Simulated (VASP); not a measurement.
# Cs in VASP: reference runs

How does Cs come out in PBE? The cell is run as given.

All numbers are computed with VASP 6.6.1; they aren't measurements. Logs are shortened: lines on timing, memory, paths and dates and some standing lists are left out, and cuts for length are marked.

### 1 The undisturbed slab

The cell holds a slab with vacuum, 3 atoms: a = 5.235 Å, b = 5.235 Å, c = 23.549 Å, α = 90.00°, β = 90.00°, γ = 109.47°.

The slab is cut from a database's or a generator's crystal, which needn't be the stable form of the element.

### 2 Single point, PBE (the (1 1 0) slab of Cs, cut from the database cell, not relaxed)

Contents of INCAR:

```
PREC     = Accurate       # precision mode
ENCUT    = 520            # plane-wave cutoff, eV
EDIFF    = 1E-7           # SCF threshold, eV
ISMEAR   = -1             # smearing method
SIGMA    = 0.05           # smearing width, eV
LREAL    = False          # projectors in reciprocal space
LASPH    = True           # aspherical terms in the spheres
NELM     = 60             # most SCF steps
ALGO     = Normal         # electronic algorithm
ISIF     = 2              # what is computed and relaxed
LWAVE    = False          # write WAVECAR
LCHARG   = False          # write CHGCAR
LDIPOL   = True         
IDIPOL   = 3            
DIPOL    = 0.5 0.5 0.500
GGA      = PE             # functional
NBANDS   = 20             # bands
```

Contents of KPOINTS:

```
Automatic mesh
0
Gamma
  6 6 1
```

Contents of POSCAR:

```
Cs
1.0
    5.2351235659      0.0000000000      0.0000000000
   -1.7450411886      4.9357218317      0.0000000000
    0.0000000000      0.0000000000     23.5489209845
Cs
3
Direct
    0.5000000000      0.5000000000      0.3184859300
    0.0000000000      0.0000000000      0.5000000000
    0.5000000000      0.5000000000      0.6815140700
```

Potentials or basis: VASP PAW PBE potentials, release 64 (Cs_sv).

Command:

```
> cat potpaw_PBE.64/Cs_sv/POTCAR > POTCAR
> mpirun -np 1 vasp_std > vasp.out
```

OUTCAR:

```text
PREC = Accurate
   ENCUT = 520
   EDIFF = 1E-7
   ISMEAR = -1
   LREAL = False
   LASPH = True
   NELM = 60
   ISIF = 2
   GGA = PE

 ion  position               nearest neighbor table
   1  0.500  0.500  0.318-
   2  0.000  0.000  0.500-
   3  0.500  0.500  0.682-

  LATTYP: Found a base centered orthorhombic cell.
 ALAT       =     6.0450000000
 B/A-ratio  =     1.4142135624
 C/A-ratio  =     3.8956031405

  Lattice vectors:

 A1 = (   5.2351235659,   0.0000000000,   0.0000000000)
 A2 = (  -1.7450411886,   4.9357218317,   0.0000000000)
 A3 = (   0.0000000000,   0.0000000000,  23.5489209845)

Analysis of symmetry for initial positions (statically):
=====================================================================
 Subroutine PRICEL returns:
 Original cell was already a primitive cell.

 Routine SETGRP: Setting up the symmetry group for a
 base centered orthorhombic supercell.

 Subroutine GETGRP returns: Found  8 space group operations
 (whereof  8 operations were pure point group operations)
 out of a pool of  8 trial point group operations.

The static configuration has the point symmetry D_2h.

Analysis of symmetry for dynamics (positions and initial velocities):
=====================================================================
 Subroutine PRICEL returns:
 Original cell was already a primitive cell.

 Routine SETGRP: Setting up the symmetry group for a
 base centered orthorhombic supercell.

 Subroutine GETGRP returns: Found  8 space group operations
 (whereof  8 operations were pure point group operations)
 out of a pool of  8 trial point group operations.

The dynamic configuration has the point symmetry D_2h.

 Subroutine INISYM returns: Found  8 space group operations
 (whereof  8 operations are pure point group operations),
 and found     1 'primitive' translations

----------------------------------------------------------------------------------------

                                     Primitive cell

  volume of cell :     608.4832

  direct lattice vectors                    reciprocal lattice vectors
     5.235123566  0.000000000  0.000000000     0.191017459  0.067534870  0.000000000
    -1.745041189  4.935721832  0.000000000     0.000000000  0.202604611  0.000000000
     0.000000000  0.000000000 23.548920985     0.000000000  0.000000000  0.042464791

  length of vectors
     5.235123566  5.235123566 23.548920985     0.202604611  0.202604611  0.042464791

  position of ions in fractional coordinates (direct lattice)
     0.500000000  0.500000000  0.318485930
     0.000000000  0.000000000  0.500000000
     0.500000000  0.500000000  0.681514070

  ion indices of the primitive-cell ions
   primitive index   ion index
                 1           1
                 2           2
                 3           3

----------------------------------------------------------------------------------------

 KPOINTS: Automatic mesh

Automatic generation of k-mesh.
 Grid dimensions read from file:
 generate k-points for:    6    6    1

 Generating k-lattice:

  Cartesian coordinates                     Fractional coordinates (reciprocal lattice)
     0.031836243  0.011255812  0.000000000     0.166666667  0.000000000  0.000000000
     0.000000000  0.033767435  0.000000000     0.000000000  0.166666667  0.000000000
     0.000000000  0.000000000  0.042464791     0.000000000  0.000000000  1.000000000

  Length of vectors
     0.033767435  0.033767435  0.042464791

  Shift w.r.t. Gamma in fractional coordinates (k-lattice)
     0.000000000  0.000000000  0.000000000

 Subroutine IBZKPT returns following result:
 ===========================================

 Found     13 irreducible k-points:

 Following reciprocal coordinates:
            Coordinates               Weight
  0.000000  0.000000  0.000000      1.000000
  0.166667  0.000000  0.000000      4.000000
  0.333333 -0.000000  0.000000      4.000000
  0.500000 -0.000000  0.000000      2.000000
  0.166667  0.166667  0.000000      2.000000
  0.333333  0.166667  0.000000      4.000000
  0.500000  0.166667  0.000000      4.000000
 -0.333333  0.166667  0.000000      4.000000
 -0.166667  0.166667  0.000000      2.000000
  0.333333  0.333333  0.000000      2.000000
  0.500000  0.333333  0.000000      4.000000
 -0.333333  0.333333  0.000000      2.000000
  0.500000  0.500000  0.000000      1.000000
   k-points           NKPTS =     13   k-points in BZ     NKDIM =     13   number of bands    NBANDS=     20
   number of dos      NEDOS =    301   number of ions     NIONS =      3
   total plane-waves  NPLWV = 288000
   dimension x,y,z NGX =    40 NGY =   40 NGZ =  180
   dimension x,y,z NGXF=    80 NGYF=   80 NGZF=  360
   ions per type =               3
   NGX,Y,Z   is equivalent  to a cutoff of  12.70, 12.70, 12.71 a.u.
   NGXF,Y,Z  is equivalent  to a cutoff of  25.40, 25.40, 25.41 a.u.
 SYSTEM =  unknown system
   PREC   = accura    normal or accurate (medium, high low for compatibility)
   ISTART =      0    job   : 0-new  1-cont  2-samecut
   ICHARG =      2    charge: 1-file 2-atom 10-const
   ISPIN  =      1    spin polarized calculation?
   LNONCOLLINEAR =      F non collinear calculations
   LSORBIT =      F    spin-orbit coupling
   LASPH  =      T    aspherical Exc in radial PAW
   ENCUT  =  520.0 eV  38.22 Ry    6.18 a.u.   9.73  9.73 43.79*2*pi/ulx,y,z
   NELM   =     60;   NELMIN=  2; NELMDL= -5     # of ELM steps
   EDIFF  = 0.1E-06   stopping-criterion for ELM
   LREAL  =      F    real-space projection
   EDIFFG = 0.1E-05   stopping-criterion for IOM
   NSW    =      0    number of steps for IOM
   IBRION =     -1    ionic relax: 0-MD 1-quasi-New 2-CG
   NFREE  =      0    steps in history (QN), initial steepest desc. (CG)
   ISIF   =      2    stress and relaxation
   ISYM   =      2    0-nonsym 1-usesym 2-fastsym
   POTIM  = 0.5000    time-step for ionic-motion
   TEBEG  =    0.0;   TEEND  =   0.0 temperature during run
   PSTRESS=    0.0 pullay stress
   NELECT =      27.0000    total number of electrons
   NUPDOWN=      -1.0000    fix difference up-down
   EMIN   =  10.00;   EMAX   =-10.00  energy-range for DOS
   EFERMI =   0.00;   METHOD = LEGACY
   ISMEAR =    -1;   SIGMA  =   0.05  broadening in eV -4-tet -1-fermi 0-gaus
   EFERMI_NEDOS =   21; number of points for ismear=-14 and -15
   IALGO  =     38    algorithm
   IMIX   =      4    mixing-type and parameters
     AMIX     =   0.40;   BMIX     =  1.00
     AMIX_MAG =   1.60;   BMIX_MAG =  1.00
  volume/ion in A,a.u.               =     202.83      1368.75
  Fermi-wavevector in a.u.,A,eV,Ry     =   0.579580  1.095247  4.570370  0.335913
  Thomas-Fermi vector in A             =   1.623344
   LORBIT       =      0    0 simple, 1 ext, 2 COOP (PROOUT), +10 PAW based schemes
   GGA     = PE    functional components
[... 5 lines left out ...]
 non-spin polarized calculation
  energy-cutoff  :      520.00
  volume of cell :      608.48
 maximum number of plane-waves:     16411
   NGX = 19   NGY = 19   NGZ = 87

 dipolmoment           0.000000      0.000000      0.000000 electrons x Angstroem

 number of electron      26.9999995 magnetization

 dipolmoment           0.000000      0.000000     -0.000000 electrons x Angstroem

 Free energy of the ion-electron system (eV)
  ---------------------------------------------------
  ext. energy  EPLUGINS =         0.00000000
  ---------------------------------------------------
  free energy    TOTEN  =        -2.35366713 eV

  energy without entropy =       -2.32059186  energy(sigma->0) =       -2.33712950

 E-fermi :  -0.5640     XC(G=0):  -3.5283

 val. band max:       -0.5678131553   @ k =   0.5000  -0.0000   0.0000
 cond. band min:      -0.4954026181   @ k =   0.3333   0.1667   0.0000
 fundamental gap:      0.0724105372
 Fermi energy:        -0.5640440577

 k-point     1 :       0.0000    0.0000    0.0000
  band No.  band energies     occupation
      1     -24.6059      2.00000
      2     -24.6059      2.00000
      3     -24.3835      2.00000
      4     -11.4504      2.00000
      5     -11.4393      2.00000
      6     -11.3539      2.00000
[... 12 lines left out ...]
     19       1.1034      0.00000
     20       1.3090      0.00000

 k-point     2 :       0.1667    0.0000    0.0000
  band No.  band energies     occupation
      1     -24.6049      2.00000
      2     -24.6049      2.00000
      3     -24.3825      2.00000
      4     -11.4445      2.00000
      5     -11.4374      2.00000
      6     -11.3763      2.00000
[... 12 lines left out ...]
     19       0.9705      0.00000
     20       1.1539      0.00000

 k-point     3 :       0.3333   -0.0000    0.0000
  band No.  band energies     occupation
      1     -24.6029      2.00000
      2     -24.6028      2.00000
      3     -24.3805      2.00000
      4     -11.4363      2.00000
      5     -11.4346      2.00000
      6     -11.4302      2.00000
[... 12 lines left out ...]
     19       0.7209      0.00000
     20       1.0342      0.00000

 k-point     4 :       0.5000   -0.0000    0.0000
  band No.  band energies     occupation
      1     -24.6018      2.00000
      2     -24.6018      2.00000
      3     -24.3795      2.00000
      4     -11.4619      2.00000
      5     -11.4579      2.00000
      6     -11.4337      2.00000
[... 176 lines left out ...]
 k-point    12 :      -0.3333    0.3333    0.0000
  band No.  band energies     occupation
      1     -24.6005      2.00000
      2     -24.6005      2.00000
      3     -24.3781      2.00000
      4     -11.4377      2.00000
      5     -11.4375      2.00000
      6     -11.4292      2.00000
[... 12 lines left out ...]
     19       0.8235      0.00000
     20       1.3629      0.00000

 k-point    13 :       0.5000    0.5000    0.0000
  band No.  band energies     occupation
      1     -24.5987      2.00000
      2     -24.5987      2.00000
      3     -24.3763      2.00000
      4     -11.4705      2.00000
      5     -11.4693      2.00000
      6     -11.4227      2.00000
[... 12 lines left out ...]
     19       0.8302      0.00000
     20       1.2173      0.00000

------------------------ aborting loop because EDIFF is reached ----------------------------------------

 vacuum level on the upper side and lower side of the slab       (xc-potential included)        -0.542        -0.542

  FORCE on cell =-STRESS in cart. coord.  units (eV):
  Direction    XX          YY          ZZ          XY          YZ          ZX
  --------------------------------------------------------------------------------------
  -------------------------------------------------------------------------------------
  Total        0.1125575      0.0372656      0.1784270     -0.1064788      0.0000000      0.0000000
  in kB        0.2963714      0.0981228      0.4698104     -0.2803658      0.0000000      0.0000000
  external PRESSURE =       0.2881016 kB  Pullay stress =       0.0000000 kB

 VOLUME and BASIS-vectors are now :
 -----------------------------------------------------------------------------
  energy-cutoff  :      520.00
  volume of cell :      608.48
      direct lattice vectors                 reciprocal lattice vectors
     5.235123566  0.000000000  0.000000000     0.191017459  0.067534870  0.000000000
    -1.745041189  4.935721832  0.000000000     0.000000000  0.202604611  0.000000000
     0.000000000  0.000000000 23.548920985     0.000000000  0.000000000  0.042464791

 POSITION                                       TOTAL-FORCE (eV/Angst)
 -----------------------------------------------------------------------------------
      1.74504      2.46786      7.50000         0.000000     -0.000000     -0.023089
      0.00000      0.00000     11.77446        -0.000000      0.000000      0.000000
      1.74504      2.46786     16.04892         0.000000      0.000000      0.023089
 -----------------------------------------------------------------------------------
    total drift:                               -0.000000      0.000000     -0.000000

  FREE ENERGIE OF THE ION-ELECTRON SYSTEM (eV)
  ---------------------------------------------------
  free  energy   TOTEN  =        -2.3536671350 eV

  energy  without entropy=       -2.3205918628  energy(sigma->0) =       -2.33712950

 vacuum level on the upper side and lower side of the slab         1.000         1.000
```

Wall time 1.9 min (1 thread of AMD EPYC 9R45 (Zen 5), shared host); peak memory 0.59 GiB.

Results:

```yaml
Free_energy: -2.3537 eV
Largest_force: 0.023 eV/Å
Band_gap_on_the_k_mesh: none (metal or under the smearing width)
```

Forces in eV/Å, atoms in the order of the input:
```
Cs   0.000  0.000 -0.023
Cs   0.000  0.000  0.000
Cs   0.000  0.000  0.023
```

Spin-orbit coupling is left out, which matters for the levels of Cs.
